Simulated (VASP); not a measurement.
Input of a VASP 6.6.1 run:

The input INCAR:

```
SYSTEM = AlN
PREC     = Accurate       ! precision mode
ENCUT    = 520            ! plane-wave cutoff, eV
EDIFF    = 1E-6           ! SCF threshold, eV
ISMEAR   = 0              ! smearing method
SIGMA    = 0.02           ! smearing width, eV
LREAL    = .FALSE.        ! projectors in reciprocal space
LASPH    = .TRUE.         ! aspherical terms in the spheres
NELM     = 80             ! most SCF steps
ALGO     = Fast           ! electronic algorithm
ISIF     = 2              ! what is computed and relaxed
LWAVE    = .FALSE.        ! write WAVECAR
LCHARG   = .TRUE.         ! write CHGCAR
GGA      = CA             ! functional
LVHAR    = .TRUE.       
KPAR     = 2
```

File KPOINTS:

```
Automatic mesh
0
G
  8 5 5
  0 0 0
```

The input POSCAR:

```
AlN                                     
1.0
    3.1022835425      0.0000000000      0.0000000000
    0.0000000000      5.0256993388      0.0000000000
    0.0000000000      0.0000000000      5.3233268621
  Al              N             
     4     4
Direct
     1.0000000000000000    0.0004372585644909    0.3328095106244486
     0.5000000000000000    0.0004372585644909    0.8328095106244485
     0.5000000000000000    0.5004372585644909    0.1671904893755514
     1.0000000000000000    0.5004372585644909    0.6671904893755515
     0.0000000000000000    0.6215627414355089    0.3326986325750225
     0.5000000000000000    0.6215627414355089    0.8326986325750225
     0.5000000000000000    0.1215627414355090    0.1673013674249776
     0.0000000000000000    0.1215627414355090    0.6673013674249775
```

Potentials or basis: VASP PAW LDA potentials, release 64 (Al, N).

Command:

```sh
$ cat potpaw_LDA.64/Al/POTCAR potpaw_LDA.64/N/POTCAR > POTCAR
$ mpirun -np 2 vasp_std > vasp.out
```

Q: What does it give for the largest force?

A: 0.008 eV/Å.

Q: What does it give for the band gap on the k mesh?

A: 4.36 eV.

Q: Estimate the pressure.

A: -2.6 GPa.

Forces in eV/Å, atoms in the order of the input:
```
Al   0.000  0.000  0.004
Al   0.000  0.000  0.004
Al   0.000  0.000 -0.004
Al   0.000  0.000 -0.004
N    0.000  0.000 -0.008
N    0.000  0.000 -0.008
N    0.000  0.000  0.008
N    0.000  0.000  0.008
```

Expect the measured gap to be larger: semilocal functionals such as LDA lack the derivative discontinuity.
